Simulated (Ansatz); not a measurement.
Reaction (hydrogenolysis of a C–C bond): `Fc1cccc(C(F)(F)F)c1` + H₂ → `Fc1ccccc1` + trifluoromethane

Computed with Ansatz on PBE0-D4/def2-TZVP structures; ΔE is electronic, products minus reactants. CBS: MP2 limit from def2 TZ/QZ plus the TZ coupled-cluster correction, frozen cores. This one scheme is used for every species. Functionals use def2-TZVPP.

```csv
level,ΔE (kJ/mol)
r2SCAN0-D4,-42.9
r2SCAN,-40.4
r2SCAN0,-46.1
CCSD(T)/def2-TZVPP,-43.9
```

(1) What does CCSD(T)/CBS give? (Best estimate.)

Largest T1 diagnostic among the species: 0.012.

Answers

(1) Computed: -44.6 kJ/mol. The listed levels differ from it by 1.7, 4.2, -1.5, 0.7 kJ/mol.

From r2SCAN to r2SCAN0 (25 % exact exchange), in def2-TZVPP and without D4, ΔE moves by −5.7 kJ/mol. In def2-TZVPP, CCSD(T) changes the Hartree–Fock value by +30.4 kJ/mol (the triples alone add +6.6 kJ/mol) and MP2 by +33.5 kJ/mol. Leaving LDA and LC-ωPBE aside and taking each functional with its dispersion term where it has one, the values, not all of them listed here, spread over 15.8 kJ/mol, from B2PLYP to revPBE-D4. LDA lies +19.0 kJ/mol from PBE without D4.

CCSD(T)/CBS has its own doubt, a few kJ/mol and more with outer-core shells, so smaller differences from it don't rank the levels.
